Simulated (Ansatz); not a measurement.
# WC (Fm-3m) in Ansatz: further runs, part 2 of 2

Ansatz 0.2.0.

## (4) Relaxation of cell and atoms, PBEsol, target pressure 10 GPa, at which the enthalpy is minimised

input.yaml

```yaml
crystal:
  lattice:
    - [0.0, 2.192684, 2.192684]
    - [2.192684, 0.0, 2.192684]
    - [2.192684, 2.192684, 0.0]
  atoms:
    - { symbol: W, position: [0.0, 0.0, 0.0] }
    - { symbol: C, position: [0.5, 0.5, 0.5] }
kpoints:
  mp_grid: { grid: [10, 10, 10] }
scf:
  occupations: { method: fermi_dirac, width: 0.05 }
hamiltonian:
  xc: pbesol
  pseudopotentials: { kind: all_electron, lapw: { basis_error: 0.001 } }
output:
  forces: true
  stress: true
relax:
  f_tol: 0.02
  max_steps: 60
  cell: { p_target: 10 }
```

Potentials or basis: all-electron LAPW, scalar-relativistic.

Started as:

```console
ansatz run input.yaml --threads 1 --pin off --max-ram 3072MiB --backend cpu --events-out ev --progress --plain --runs-dir out
```

What it wrote:

```text
Warning: RAYON_NUM_THREADS=1 ignored (pool sized by the plan → 1); use --threads N
The last accepted step is kept in <dir> (removed where the run ends without a failure and the disk answers)
LAPW: plane waves up to 9.719 Å⁻¹, error target 1.0e-3 eV per atom; small_component_spin mean_spin; C in spheres of 0.870 Å, 6 of its electrons in bands, Dirac shells []; W in spheres of 1.257 Å, 44 of its electrons in bands, Dirac shells [] (how accurate: hamiltonian.pseudopotentials.lapw.basis_error, Limitations)
Engine: ansatz 0.2.0, aarch64-unknown-linux-gnu
Pseudopotentials: kind: all_electron
Pseudopotential: W, LAPW, valence charge 44, lapw/all_electron/scalar/gaussian/W, Koelling and Harmon's equation, gaussian nucleus
Pseudopotential: C, LAPW, valence charge 6, lapw/all_electron/scalar/gaussian/C, Koelling and Harmon's equation, gaussian nucleus
Functional definition: PBEsol
  exchange = pbesol_x
  correlation = pbesol_c
Crystal: 2 atoms, lattice volume = 21.084 Å³
Basis set: ecut = 359.8734377152452 eV, 331 PW (Γ), exchange–correlation at level 2
Bands: 30, of which v1, the nominal top of the filled ones, is band 25 counted from 1 (24 counted from 0)
Symmetry: 48 space group operations
Space group: Fm-3m (ITA 225), of the structure as read, at distance tolerance 2.8e-5 Å
k-points: 47 of 1000
Non-local potential: W, projectors of the file, none
Non-local potential: C, projectors of the file, none
Initial density: superposition of atomic densities (chi_scale 0.1, normalization cell, long waves kept (reshape's long-wave potential 0.00 eV rms))
Initial wavefunctions: plane waves of lowest kinetic energy (no species holds an atomic orbital)
Functional: x = pbesol(κ = 0.804, μ = 0.12345679012345678), c = pbesol(β = 0.046)
iter 1 solved again at ethr=1.02e-2 eV; its pass at ethr=1.00e-1 eV (dr2=5.10e0 eV) is discarded
SCF iter   1: F=—  HF=-440107.954555 eV  |F-HF|=—  |Δ(HF+E_count)|=         —  Δρ=1.38e-1  dr2=5.10e0  ethr=1.02e-2  ⟨swp⟩=2.0  Hψ=8686  notcnv=0
preconditioner: auto → Kerker (q_TF=auto, 3.151 Å⁻¹)  [metal: Δε(μ)=0.027 eV  Ē_g=27.346 eV  σ=0.050 eV  W_gap=0.13  n_scr=14 (ndim 8)  ℏωp=44.3 eV  f_vac=0.000  D(μ)=1.10/eV (n_scr^D=14)]
iter 2 solved again at ethr=3.26e-4 eV; its pass at ethr=1.02e-2 eV (dr2=1.63e-1 eV) is discarded
SCF iter   2: F=—  HF=-440106.226454 eV  |F-HF|=—  |Δ(HF+E_count)|=    1.73e0  Δρ=2.73e-2  dr2=1.63e-1  ethr=3.26e-4  ⟨swp⟩=2.0  Hψ=7131  notcnv=0
SCF iter   3: F=—  HF=-440106.203280 eV  |F-HF|=—  |Δ(HF+E_count)|=         —  Δρ=2.75e-2  dr2=2.09e-1  ethr=3.26e-4  ⟨swp⟩=2.0  Hψ=4262  notcnv=0
the basis was enlarged: its passes take 168.4 KiB over the memory plan, 1 of 1 planned eigensolver slots
[... 60 lines left out ...]
SCF 6 converged in 2 iterations: F = -440106.176406 eV  dr2 = 1.65e-8
relax step   6: F+E_penalty+E_count = -440106.17640567 eV  Δ(F+E_penalty+E_count) = +1.456e-4 eV  max|allowed force component| = 1.640e-31 eV/Å  Δτ_max = 0.0000 Å  P = +10.001 GPa  Ω = 20.010 Å³  (2 SCF iters, accepted)
iter 1 solved again at ethr=3.17e-11 eV; its pass at ethr=1.00e-1 eV (dr2=1.58e-8 eV) is discarded
SCF iter   1: F=—  HF=-440106.176406 eV  |F-HF|=—  |Δ(HF+E_count)|=         —  Δρ=9.09e-6  dr2=1.59e-8  ethr=3.17e-11  ⟨swp⟩=4.0  Hψ=6932  notcnv=0
SCF iter   2: F=-440106.176406 eV  HF=-440106.176406 eV  |F-HF|=4.60e-9  |Δ(HF+E_count)|=   6.48e-8  Δρ=6.68e-6  dr2=9.33e-9  ethr=3.17e-11  ⟨swp⟩=2.0  Hψ=4065  notcnv=0
SCF 7 converged in 2 iterations: F = -440106.176406 eV  dr2 = 9.33e-9
relax step   7: F+E_penalty+E_count = -440106.17640567 eV  Δ(F+E_penalty+E_count) = +1.979e-9 eV  max|allowed force component| = 8.875e-31 eV/Å  Δτ_max = 0.0000 Å  P = +10.001 GPa  Ω = 20.010 Å³  stress off target by 1.11e-3 GPa  SCF on the basis re-selected at this cell (its energy is not comparable with the rows above)  (2 SCF iters)
basis re-selected at this cell: Δ(F+E_penalty+E_count) = +1.979e-9 eV, ΔP = -0.000 GPa vs the last step (what re-selecting the basis moved, after the strain that the cell walked since its last selection, with what the two solves' SCF thresholds leave and, on support functions, any second-order correction that the steps lacked; it is no measure of the basis error at this ecutwfc). This SCF's stress stands 1.11e-3 GPa from its target on what of the cell is left free (relax.cell.stress_tol is 5.00e-2 GPa) and its largest allowed force component is 8.87e-31 eV/Å (relax.f_tol is 2.00e-2 eV/Å): within both
SCF converged after 2 iterations
Free energy (F): -440106.176406 eV
Harris-Foulkes:  -440106.176406 eV  (|F-HF|=4.60e-9)
Internal energy: -440106.170335 eV  (E = F + TS)
E sigma→0 (E₀):  -440106.173370 eV
Entropy (-TS):   -0.006071 eV (-3.035 meV/atom)
Fermi energy:    28.253409 eV
--- Per-component energies (eV) ---
  E_band       = -4842.265820
  E_kinetic    = 492727.670963
  E_xc         = -8848.508987
  E_electrostatic = -923985.332310  (all electrons and nuclei)
  E_smearing   = -0.006071  (= −TS)
  E_closure    = 0.000000  (closes the sum)
  E_atoms      = -440084.679543  (free atoms, spherical and without spin; not in F)
  Σ components = -440106.176406   (vs F -440106.176406, Δ=0.00e0)
  Basis errors (estimates in eV, not in F): energy 4.1e-4 per atom: plane waves 3.7e-4 (2.1e-4 summed), levels above the bands 1.1e-63, relativity 3.5e-8, radial functions 3.9e-5, core shells 6.4e-7; eigenvalues (radial functions only) 2.2e-6; not estimated: angular momenta, meshes, grids; target (lapw.basis_error) 1.0e-3; muffin-tin radii C 0.855 Å, W 1.235 Å
--- Forces (eV/Å), atoms counted from 1 ---
  atom   1  W      0.00000000     0.00000000    -0.00000000
  atom   2  C      0.00000000    -0.00000000    -0.00000000
  max |Σ_I F_I| component: 1.58e-30 eV/Å
--- Stress (GPa, compression-positive) ---
       10.001105      -0.000000      -0.000000
       -0.000000      10.001105       0.000000
       -0.000000       0.000000      10.001105
  P = ⅓ Tr σ = 10.0011 GPa (100.011 kbar)
--- Relaxed structure (5 steps of the walk, 5 accepted, 2 SCFs on fresh bases) ---
  F+E_penalty+E_count = -440106.17640567 eV   max|allowed force component| = 8.875e-31 eV/Å   (the final SCF, on the basis selected at the relaxed cell)
  cell:  # Å, volume = 20.0097 Å³
    - [-3.119919892338348e-34, 2.1547831730488394, 2.1547831730488394]
    - [2.1547831730488394, 3.2492945728610875e-34, 2.1547831730488394]
    - [2.1547831730488394, 2.1547831730488394, 4.331066227961251e-34]
  atoms:
    - { symbol: W, position: [-1.8298824868542888e-36, 4.1172355954227725e-36, 1.3724118651400566e-36] }
    - { symbol: C, position: [0.5, 0.5, 0.5] }
```

Wall time 44 s (1 thread of Arm Neoverse V2, shared host); peak memory 0.34 GiB.

What came out:

```
Free energy                                            : -440106.1764 eV
Relaxed volume                                         : 10.00 Å³/atom
Relaxed cell                                           : a = 3.047 Å, b = 3.047 Å, c = 3.047 Å, α = 60.00°, β = 60.00°, γ = 60.00°
Space group after relaxing (to 0.05 Å)                 : Fm-3m (No. 225)
Energy change on relaxing (the enthalpy is what falls) : -1.9 meV/atom
Ionic steps                                            : 7
Pressure after relaxing                                : 10.0 GPa
```

Step by step:
```csv
step,energy change (eV),largest force (eV/Å),volume (Å³)
1,0.0000,0.0000,21.08
2,0.0558,0.0000,19.43
3,-0.0067,0.0000,20.06
4,-0.0040,0.0000,20.01
5,-0.0040,0.0000,20.01
6,-0.0038,0.0000,20.01
7,-0.0038,0.0000,20.01
```

Final structure:
```
W C
1.0
     0.00000    2.15478    2.15478
     2.15478    0.00000    2.15478
     2.15478    2.15478    0.00000
W C
1 1
Direct
  0.00000 0.00000 0.00000
  0.50000 0.50000 0.50000
```

The run has no spin-orbit coupling, so splittings on W are missing.

## (5) Relaxation of cell and atoms, PBEsol, target pressure 20 GPa, at which the enthalpy is minimised

input.yaml, as its differences from that of step 4:

```diff
@@ -21,2 +21,2 @@
   max_steps: 60
-  cell: { p_target: 10 }
+  cell: { p_target: 20 }
```

Started as:

```console
ansatz run input.yaml --threads 1 --pin off --max-ram 3072MiB --backend cpu --events-out ev --progress --plain --runs-dir out
```

It took 40 s on 1 thread of Arm Neoverse V2, shared host; peak memory 0.34 GiB.

Results (log left out):

```
Free energy                                            : -440106.1356 eV
Relaxed volume                                         : 9.79 Å³/atom
Relaxed cell                                           : a = 3.025 Å, b = 3.025 Å, c = 3.025 Å, α = 60.00°, β = 60.00°, γ = 60.00°
Space group after relaxing (to 0.05 Å)                 : Fm-3m (No. 225)
Energy change on relaxing (the enthalpy is what falls) : +18.5 meV/atom
Ionic steps                                            : 6
Pressure after relaxing                                : 20.0 GPa
```

Step by step:
```csv
step,energy change (eV),largest force (eV/Å),volume (Å³)
1,0.0000,0.0000,21.08
2,0.2218,0.0000,18.65
3,0.0242,0.0000,19.68
4,0.0360,0.0000,19.58
5,0.0370,0.0000,19.57
6,0.0370,0.0000,19.57
```

Final structure:
```xyz
2
Lattice="0.0000 2.1389 2.1389 2.1389 0.0000 2.1389 2.1389 2.1389 0.0000" Properties=species:S:1:pos:R:3 pbc="T T T"
W     0.0000    0.0000    0.0000
C     2.1389    2.1389    2.1389
```

The run has no spin-orbit coupling, so splittings on W are missing.

## (6) Relaxation of cell and atoms, PBEsol, target pressure 30 GPa, at which the enthalpy is minimised

input.yaml, as its differences from that of step 5:

```diff
@@ -21,2 +21,2 @@
   max_steps: 60
-  cell: { p_target: 20 }
+  cell: { p_target: 30 }
```

Potentials or basis: all-electron LAPW, scalar-relativistic.

Started as:

```console
ansatz run input.yaml --threads 1 --pin off --max-ram 3072MiB --backend cpu --events-out ev --progress --plain --runs-dir out
```

Wall time 40 s (1 thread of Arm Neoverse V2, shared host); peak memory 0.34 GiB.

The run converged. Its results:

```
Free energy                                            : -440106.0743 eV
Relaxed volume                                         : 9.59 Å³/atom
Relaxed cell                                           : a = 3.004 Å, b = 3.004 Å, c = 3.004 Å, α = 60.00°, β = 60.00°, γ = 60.00°
Space group after relaxing (to 0.05 Å)                 : Fm-3m (No. 225)
Energy change on relaxing (the enthalpy is what falls) : +49.1 meV/atom
Ionic steps                                            : 6
Pressure after relaxing                                : 30.0 GPa
```

Step by step:
| step | energy change (eV) | largest force (eV/Å) | volume (Å³) |
| --- | --- | --- | --- |
| 1 | 0.0000 | 0.0000 | 21.08 |
| 2 | 0.3875 | 0.0000 | 18.15 |
| 3 | 0.0714 | 0.0000 | 19.33 |
| 4 | 0.0960 | 0.0000 | 19.19 |
| 5 | 0.0983 | 0.0000 | 19.18 |
| 6 | 0.0983 | 0.0000 | 19.18 |

Final structure:
```
W C
1.0
     0.00000    2.12447    2.12447
     2.12447    0.00000    2.12447
     2.12447    2.12447    0.00000
W C
1 1
Cartesian
  0.0000 0.0000 0.0000
  2.1245 2.1245 2.1245
```

The run has no spin-orbit coupling, so splittings on W are missing.

## (7) Summary

```tsv
cell	pressure (GPa)
relaxed	0.0
relaxed to 5 GPa	5.0
relaxed to 10 GPa	10.0
relaxed to 20 GPa	20.0
relaxed to 30 GPa	30.0
```

Alike in all rows: task relaxation of cell and atoms; level PBEsol; potentials or basis all-electron LAPW, scalar-relativistic; no spin polarisation; k mesh 10 × 10 × 10; smearing fermi-dirac 0.05 eV; basis error allowed 0.001 eV/atom.

Compare energies only between runs with the same functional and basis.
